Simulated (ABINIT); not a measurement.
# Ti2C (R-3m) in ABINIT: further runs

One crystal, Ti2C, is run at these levels: LDA, PBEsol; tasks: single point.

Program: ABINIT 10.8.3 (patched build). These are calculated values, not measurements. Logs are shortened: lines on timing, memory, paths and dates and some standing lists are left out, and cuts for length are marked. The log counts tension as positive stress, the text compression.

### Step 1. The structure

Symmetry: R-3m, No. 166, trigonal system. Conventional cell: a = 3.081 Å, b = 3.081 Å, c = 14.441 Å, α = 90.00°, β = 90.00°, γ = 120.00°. Ti (site symmetry 3m) is surrounded by 3 C at 2.11 Å. Around C (site symmetry -3m) lie 6 Ti at 2.11 Å.

The cell comes from a database or a generator and needn't be the stable form of this composition.

### Step 2. Single point, LDA

Input file run.abi:

```
pp_dirpath "./"
pseudos "Ti.upf, C.upf"

acell 5.131995847 5.131995847 5.131995847 Angstrom
rprim
     0.3002142299     0.1733287664     0.9379917670
    -0.3002142299     0.1733287664     0.9379917670
     0.0000000000    -0.3466575329     0.9379917670
ntypat 2
znucl 22 6
natom 3
typat 1 1 2
xred
     0.7545021700     0.7545021700     0.7545021700
     0.2454978300     0.2454978300     0.2454978300
     0.5000000000     0.5000000000     0.5000000000

ecut 38.0

kptopt 1
ngkpt 8 8 8
nshiftk 1
shiftk 0.0 0.0 0.0

ixc 7

nband 18
occopt 3
tsmear 0.05 eV

nstep 100
tolvrs 1.0e-10

iomode 3
prtwf 0
prtden 0
prteig 0
prtebands 0
enunit 1
```

Potentials or basis: PseudoDojo NC SR LDA v0.4 stringent.

On the command line:

```bash
> abinit run.abi > log 2>&1
```

run.abo:

```text
.Version 10.8.3 of ABINIT
 Symmetries : space group R-3 m (#166); Bravais hR (rhombohedral)
================================================================================
 Values of the parameters that define the memory need of the present run
     intxc =       0    ionmov =       0      iscf =       7    lmnmax =       6
     lnmax =       6     mgfft =      54  mpssoang =       3    mqgrid =    3001
     natom =       3  nloc_mem =       1    nspden =       1   nspinor =       1
    nsppol =       1      nsym =      12    n1xccc =    2501    ntypat =       2
    occopt =       3   xclevel =       1
       mpw =        3006          nfft =      157464          nkpt =          65
================================================================================
================================================================================

--------------------------------------------------------------------------------
------------- Echo of variables that govern the present computation ------------
--------------------------------------------------------------------------------
 -outvars: echo values of preprocessed input variables --------
            acell      9.6980666301E+00  9.6980666301E+00  9.6980666301E+00 Bohr
              amu      4.78800000E+01  1.20110000E+01
             ecut      3.80000000E+01 Hartree
           enunit           1
                       outvar_i_n : Printing only first  50 k-points.
              ixc           7
                       outvar_i_n : Printing only first  50 k-points.
         kptrlatt        8    0    0      0    8    0      0    0    8
          kptrlen      4.65839617E+01
            natom           3
            nband          18
            ngfft          54      54      54
             nkpt          65
            nstep         100
             nsym          12
           ntypat           2
                       prtocc : prtvol=0, do not print more k-points.
           occopt           3
           prtden           0
        prtebands           0
           prteig           0
            prtwf           0
            rprim      3.0021422990E-01  1.7332876640E-01  9.3799176700E-01
                      -3.0021422990E-01  1.7332876640E-01  9.3799176700E-01
                       0.0000000000E+00 -3.4665753290E-01  9.3799176700E-01
          spgroup         166
           tolvrs      1.00000000E-10
           tsmear      1.83746611E-03 Hartree
            typat      1  1  2
                       outvars : Printing only first  50 k-points.
           xangst      6.1664914767E-17 -3.8720998083E-10  1.0895999399E+01
                       1.3073065019E-17 -1.2598937503E-10  3.5453101589E+00
                       0.0000000000E+00 -2.5659965792E-10  7.2206547791E+00
            xcart      1.1652980049E-16 -7.3172081698E-10  2.0590454733E+01
                       2.4704512512E-17 -2.3808541357E-10  6.6996652318E+00
                       0.0000000000E+00 -4.8490307748E-10  1.3645059982E+01
             xred      7.5450217000E-01  7.5450217000E-01  7.5450217000E-01
                       2.4549783000E-01  2.4549783000E-01  2.4549783000E-01
                       5.0000000000E-01  5.0000000000E-01  5.0000000000E-01
            znucl       22.00000    6.00000

================================================================================

 chkinp: Checking input parameters for consistency.

================================================================================
== DATASET  1 ==================================================================

--- !DatasetInfo
iteration_state: {dtset: 1, }
dimensions: {natom: 3, nkpt: 65, mband: 18, nsppol: 1, nspinor: 1, nspden: 1, mpw: 3006, }
cutoff_energies: {ecut:  38.0, pawecutdg:  -1.0, }
electrons: {nelect:   2.80000000E+01, charge:   0.00000000E+00, occopt:   3.00000000E+00, tsmear:   1.83746611E-03, }
meta: {optdriver: 0, ionmov: 0, optcell: 0, iscf: 7, paral_kgb: 0, }
...

 Exchange-correlation functional for the present dataset will be:
  LDA: Perdew-Wang 92 LSD fit to Ceperley-Alder data - ixc=7
  J.P.Perdew and Y.Wang, PRB 45, 13244 (1992)

 Real(R)+Recip(G) space primitive vectors, cartesian coordinates (Bohr,Bohr^-1):
 R(1)=  2.9114976  1.6809539  9.0967067  G(1)=  0.1717329  0.0991501  0.0366433
 R(2)= -2.9114976  1.6809539  9.0967067  G(2)= -0.1717329  0.0991501  0.0366433
 R(3)=  0.0000000 -3.3619079  9.0967067  G(3)=  0.0000000 -0.1983001  0.0366433
 Unit cell volume ucvol=  2.6712079E+02 bohr^3
 Angles (23,13,12)=  3.49409414E+01  3.49409414E+01  3.49409414E+01 degrees

 getcut: wavevector=  0.0000  0.0000  0.0000  ngfft=  54  54  54
         ecut(hartree)=     38.000   => boxcut(ratio)=   2.00666

--- Pseudopotential description ------------------------------------------------
- pspini: atom type   1  psp file is ./Ti.upf
12 -1012 2 -1 1568                            pspcod,pspxc,lmax,lloc,mmax
     nproj     2     2     2

- pspini: atom type   2  psp file is ./C.upf
12 -1012 1 -1 1234                            pspcod,pspxc,lmax,lloc,mmax
     nproj     2     2     0

   9.53072238E+02                                ecore*ucvol(ha*bohr**3)
--------------------------------------------------------------------------------

================================================================================

--- !BeginCycle
iteration_state: {dtset: 1, }
solver: {iscf: 7, nstep: 100, nline: 4, wfoptalg: 0, }
tolerances: {tolvrs: 1.00E-10, }
...

     iter   Etot(hartree)      deltaE(h)  residm     vres2
 ETOT  1  -124.17825896403    -1.242E+02 2.676E-01 9.251E+03
 ETOT  2  -123.67027120167     5.080E-01 1.484E-01 1.562E+04
 ETOT  3  -124.79249817056    -1.122E+00 1.662E-02 3.750E+01
 ETOT  4  -124.80076361896    -8.265E-03 8.654E-03 1.172E+01
 ETOT  5  -124.80062820581     1.354E-04 3.587E-03 8.312E+00
 ETOT  6  -124.80151173397    -8.835E-04 3.137E-03 1.284E+00
 ETOT  7  -124.80163425054    -1.225E-04 2.669E-03 1.040E-01
 ETOT  8  -124.80164619624    -1.195E-05 1.538E-03 7.009E-03
 ETOT  9  -124.80164864244    -2.446E-06 1.705E-03 2.941E-03
 ETOT 10  -124.80164937696    -7.345E-07 1.186E-03 2.861E-04
 ETOT 11  -124.80164960677    -2.298E-07 1.500E-03 1.066E-05
 ETOT 12  -124.80164968771    -8.095E-08 1.034E-03 3.140E-05
 ETOT 13  -124.80164972015    -3.243E-08 1.311E-03 3.103E-07
 ETOT 14  -124.80164973223    -1.208E-08 9.869E-04 4.012E-06
 ETOT 15  -124.80164973726    -5.031E-09 1.038E-03 6.504E-07
 ETOT 16  -124.80164973919    -1.931E-09 8.459E-04 1.190E-06
 ETOT 17  -124.80164974001    -8.198E-10 9.196E-04 4.022E-07
 ETOT 18  -124.80164974033    -3.142E-10 7.440E-04 6.523E-07
 ETOT 19  -124.80164974047    -1.458E-10 9.345E-04 1.806E-09
 ETOT 20  -124.80164974051    -3.128E-11 6.353E-04 6.681E-07
 ETOT 21  -124.80164974053    -2.120E-11 8.666E-04 7.310E-07
 ETOT 22  -124.80164974049     3.746E-11 5.103E-04 2.522E-06
 ETOT 23  -124.80164974049    -4.832E-13 7.364E-04 2.661E-06
 ETOT 24  -124.80164974049    -2.473E-12 3.923E-04 2.560E-06
 ETOT 25  -124.80164974049     6.963E-13 5.782E-04 2.646E-06
 ETOT 26  -124.80164974056    -6.970E-11 2.933E-04 2.347E-08
 ETOT 27  -124.80164974056    -3.325E-12 4.220E-04 1.529E-09
 ETOT 28  -124.80164974056     3.809E-12 2.458E-04 5.326E-11

 At SCF step   28       vres2   =  5.33E-11 < tolvrs=  1.00E-10 =>converged.

 Cartesian components of stress tensor (hartree/bohr^3)
  sigma(1 1)=  3.23975020E-04  sigma(3 2)=  4.86178902E-13
  sigma(2 2)=  3.23975022E-04  sigma(3 1)=  0.00000000E+00
  sigma(3 3)=  3.02094585E-04  sigma(2 1)=  0.00000000E+00

--- !ResultsGS
iteration_state: {dtset: 1, }
comment   : Summary of ground state results
lattice_vectors:
- [  2.9114976,   1.6809539,   9.0967067, ]
- [ -2.9114976,   1.6809539,   9.0967067, ]
- [  0.0000000,  -3.3619079,   9.0967067, ]
lattice_lengths: [   9.69807,    9.69807,    9.69807, ]
lattice_angles: [ 34.941,  34.941,  34.941, ] # degrees, (23, 13, 12)
lattice_volume:   2.6712079E+02
convergence: {deltae:  3.809E-12, res2:  5.326E-11, residm:  2.458E-04, diffor: null, }
etotal    :  -1.24801650E+02
entropy   :   0.00000000E+00
fermie    :   3.50695974E-01
cartesian_stress_tensor: # hartree/bohr^3
- [  3.23975020E-04,   0.00000000E+00,   0.00000000E+00, ]
- [  0.00000000E+00,   3.23975022E-04,   4.86178902E-13, ]
- [  0.00000000E+00,   4.86178902E-13,   3.02094585E-04, ]
pressure_GPa:  -9.3171E+00
xred      :
- [  7.5450E-01,   7.5450E-01,   7.5450E-01, Ti]
- [  2.4550E-01,   2.4550E-01,   2.4550E-01, Ti]
- [  5.0000E-01,   5.0000E-01,   5.0000E-01,  C]
cartesian_forces: # hartree/bohr
- [ -7.68629359E-19,  -2.48254408E-18,   6.77684137E-03, ]
- [  2.32232386E-18,   1.90430292E-18,  -6.77684137E-03, ]
- [ -1.55369450E-18,   5.78241159E-19,  -0.00000000E+00, ]
force_length_stats: {min:   1.65780862E-18, max:   6.77684137E-03, mean:   4.51789425E-03, }
...

 Integrated electronic density in atomic spheres:
 ------------------------------------------------
 Atom  Sphere_radius  Integrated_density
    1        2.00000          9.53894739
    2        2.00000          9.53894739
    3        2.00000          3.98712632
================================================================================

 ----iterations are completed or convergence reached----

 Mean square residual over all n,k,spin=   18.248E-07; max=  24.582E-05
 reduced coordinates (array xred) for    3 atoms
       0.754502170000      0.754502170000      0.754502170000
       0.245497830000      0.245497830000      0.245497830000
       0.500000000000      0.500000000000      0.500000000000
 rms dE/dt=  5.0335E-02; max dE/dt=  6.1647E-02; dE/dt below (all hartree)
    1      -0.061646938030     -0.061646938030     -0.061646938030
    2       0.061646938030      0.061646938030      0.061646938030
    3       0.000000000000      0.000000000000      0.000000000000

 cartesian coordinates (angstrom) at end:
    1      0.00000000000000    -0.00000000038721    10.89599939937349
    2      0.00000000000000    -0.00000000012599     3.54531015891909
    3      0.00000000000000    -0.00000000025660     7.22065477914629

 cartesian forces (hartree/bohr) at end:
    1     -0.00000000000000    -0.00000000000000     0.00677684137443
    2      0.00000000000000     0.00000000000000    -0.00677684137443
    3     -0.00000000000000     0.00000000000000    -0.00000000000000
 frms,max,avg= 3.1946337E-03 6.7768414E-03   0.000E+00  0.000E+00  0.000E+00 h/b

 cartesian forces (eV/Angstrom) at end:
    1     -0.00000000000000    -0.00000000000000     0.34847919466867
    2      0.00000000000000     0.00000000000000    -0.34847919466867
    3     -0.00000000000000     0.00000000000000    -0.00000000000000
 frms,max,avg= 1.6427467E-01 3.4847919E-01   0.000E+00  0.000E+00  0.000E+00 e/A
 length scales=  9.698066630126  9.698066630126  9.698066630126 bohr
              =  5.131995847000  5.131995847000  5.131995847000 angstroms
 Fermi (or HOMO) energy (eV) =   9.54292   Average Vxc (eV)= -12.21491
 Eigenvalues (   eV  ) for nkpt=  65  k points:
 kpt#   1, nband= 18, wtk=  0.00195, kpt=  0.0000  0.0000  0.0000 (reduced coord)
 -46.60676  -46.50067  -23.51168  -22.98088  -22.98088  -22.93249  -22.90230  -22.90230
  -1.65620    4.70714    6.98885    6.98885    7.60252   10.00211   10.00211   10.51493
  11.46469   11.46471
 prteigrs : prtvol=0 or 1, do not print more k-points.

--- !EnergyTerms
iteration_state     : {dtset: 1, }
comment             : Components of total free energy in Hartree
kinetic             :  5.08162831281753E+01
hartree             :  2.63226494724165E+01
xc                  : -1.94046619512076E+01
Ewald energy        : -8.99123832136323E+01
psp_core            :  3.56794484038603E+00
local_psp           : -9.67215647009520E+01
non_local_psp       :  5.30632973694332E-01
internal            : -1.24801099451120E+02
'-kT*entropy'       : -5.50289441252983E-04
total_energy        : -1.24801649740561E+02
total_energy_eV     : -3.39602589522604E+03
band_energy         : -1.44642989180059E+01
...

 Cartesian components of stress tensor (hartree/bohr^3)
  sigma(1 1)=  3.23975020E-04  sigma(3 2)=  4.86178902E-13
  sigma(2 2)=  3.23975022E-04  sigma(3 1)=  0.00000000E+00
  sigma(3 3)=  3.02094585E-04  sigma(2 1)=  0.00000000E+00

-Cartesian components of stress tensor (GPa)         [Pressure= -9.3171E+00 GPa]
- sigma(1 1)=  9.53167417E+00  sigma(3 2)=  1.43038771E-08
- sigma(2 2)=  9.53167424E+00  sigma(3 1)=  0.00000000E+00
- sigma(3 3)=  8.88792955E+00  sigma(2 1)=  0.00000000E+00

== END DATASET(S) ==============================================================
================================================================================

 -outvars: echo values of variables after computation  --------
            acell      9.6980666301E+00  9.6980666301E+00  9.6980666301E+00 Bohr
           etotal     -1.2480164974E+02
            fcart     -7.6862935876E-19 -2.4825440768E-18  6.7768413744E-03
                       2.3223238583E-18  1.9043029181E-18 -6.7768413744E-03
                      -1.5536944996E-18  5.7824115866E-19 -0.0000000000E+00
            rprim      3.0021422990E-01  1.7332876640E-01  9.3799176700E-01
                      -3.0021422990E-01  1.7332876640E-01  9.3799176700E-01
                       0.0000000000E+00 -3.4665753290E-01  9.3799176700E-01
           strten      3.2397502007E-04  3.2397502228E-04  3.0209458510E-04
                       4.8617890210E-13  0.0000000000E+00  0.0000000000E+00
           xangst      6.1664914767E-17 -3.8720998083E-10  1.0895999399E+01
                       1.3073065019E-17 -1.2598937503E-10  3.5453101589E+00
                       0.0000000000E+00 -2.5659965792E-10  7.2206547791E+00
             xred      7.5450217000E-01  7.5450217000E-01  7.5450217000E-01
                       2.4549783000E-01  2.4549783000E-01  2.4549783000E-01
                       5.0000000000E-01  5.0000000000E-01  5.0000000000E-01
 Calculation completed.
```

Wall time 7.2 min (1 thread of Arm Neoverse V2, shared host); peak memory 0.14 GiB.

Results:

```yaml
Free_energy: -3396.0259 eV
Pressure: -9.3 GPa
Largest_force: 0.348 eV/Å
Band_gap_on_the_k_mesh: none (metal or under the smearing width)
Valence_electrons_inside_the_program's_atomic_spheres: Ti 9.54; C 3.99
```

Forces on the atoms (eV/Å):
```
Ti   0.000  0.000  0.348
Ti   0.000  0.000 -0.348
C    0.000  0.000  0.000
```

### Step 3. Single point, PBEsol

Input file run.abi:

```
pp_dirpath "./"
pseudos "Ti.upf, C.upf"

acell 3*1.0 Angstrom
rprim
     1.5406981810     0.8895225095     4.8137698526
    -1.5406981810     0.8895225095     4.8137698526
     0.0000000000    -1.7790450191     4.8137698526
ntypat 2
znucl 22 6
natom 3
typat 1 1 2
xcart
     0.0000000000    -0.0000000001    20.5904547182
     0.0000000000     0.0000000000     6.6996652270
     0.0000000000    -0.0000000001    13.6450599726

ecut 38.0

kptopt 1
ngkpt 8 8 8
nshiftk 1
shiftk 0.0 0.0 0.0

ixc -116133

nband 18
occopt 3
tsmear 0.05 eV

nstep 100
tolvrs 1.0e-10

iomode 3
prtwf 0
prteig 0
prtebands 0
enunit 2
prtden 1
prtvha 1
prtvclmb 1
prtpot 1
prtelf 1
```

Potentials or basis: PseudoDojo NC SR PBEsol v0.4.1 standard.

On the command line:

```bash
> mpirun --bind-to none -np 4 abinit run.abi > log 2>&1
```

run.abo:

```text
.Version 10.8.3 of ABINIT
 Symmetries : space group R-3 m (#166); Bravais hR (rhombohedral)
================================================================================
 Values of the parameters that define the memory need of the present run
     intxc =       0    ionmov =       0      iscf =       7    lmnmax =       6
     lnmax =       6     mgfft =      54  mpssoang =       3    mqgrid =    3001
     natom =       3  nloc_mem =       1    nspden =       1   nspinor =       1
    nsppol =       1      nsym =      12    n1xccc =    2501    ntypat =       2
    occopt =       3   xclevel =       2
       mpw =        3006          nfft =      157464          nkpt =          65
================================================================================
================================================================================

--------------------------------------------------------------------------------
------------- Echo of variables that govern the present computation ------------
--------------------------------------------------------------------------------
[... 251 lines left out ...]
================================================================================

 -outvars: echo values of variables after computation  --------
            acell      1.8897261259E+00  1.8897261259E+00  1.8897261259E+00 Bohr
           etotal     -1.2468517748E+02
            fcart     -1.0793111807E-19 -7.7127418416E-19  3.2842660120E-03
                      -7.3097858306E-20  1.5788459032E-18 -3.2842660120E-03
                       1.8102897637E-19 -8.0757171903E-19 -0.0000000000E+00
            rprim      1.5406981810E+00  8.8952250950E-01  4.8137698526E+00
                      -1.5406981810E+00  8.8952250950E-01  4.8137698526E+00
                       0.0000000000E+00 -1.7790450191E+00  4.8137698526E+00
           strten      1.6887059631E-04  1.6887059652E-04  1.5174510545E-04
                       9.3252148017E-14  0.0000000000E+00  0.0000000000E+00
           xangst     -8.3385131661E-17 -7.8368036498E-11  1.0895999392E+01
                       1.2325472515E-17 -2.7467709814E-11  3.5453101564E+00
                      -3.5529829573E-17 -5.2917493446E-11  7.2206547740E+00
             xred      7.5450216949E-01  7.5450216949E-01  7.5450216949E-01
                       2.4549782983E-01  2.4549782983E-01  2.4549782984E-01
                       4.9999999966E-01  4.9999999966E-01  4.9999999966E-01
 Calculation completed.
```

It took 96 s on 4 MPI ranks of Intel Xeon Platinum 8488C (Sapphire Rapids), shared host; peak memory 0.48 GiB.

Results:

```
Free energy                                           : -3392.8565 eV
Pressure                                              : -4.8 GPa
Largest force                                         : 0.169 eV/Å
Band gap on the k mesh                                : none (metal or under the smearing width)
Valence electrons inside the program's atomic spheres : Ti 9.52; C 3.99
```

Forces in eV/Å, atoms in the order of the input:
```
Ti   0.000  0.000  0.169
Ti   0.000  0.000 -0.169
C    0.000  0.000  0.000
```

Levels at points of the mesh, in eV from the Fermi level:
```tsv
k point	band 12	band 13	band 14	band 15	band 16	band 17
(0.00, 0.00, 0.00)	-2.56	-2.04	0.47	0.47	0.99	1.94
(0.50, 0.00, 0.00)	-2.46	-1.29	-0.97	0.11	1.84	2.69
(0.50, 0.50, 0.00)	-2.62	-1.68	-0.89	0.86	2.48	2.87
(0.50, 0.50, 0.50)	-2.41	-0.90	0.13	0.85	0.85	1.77
```
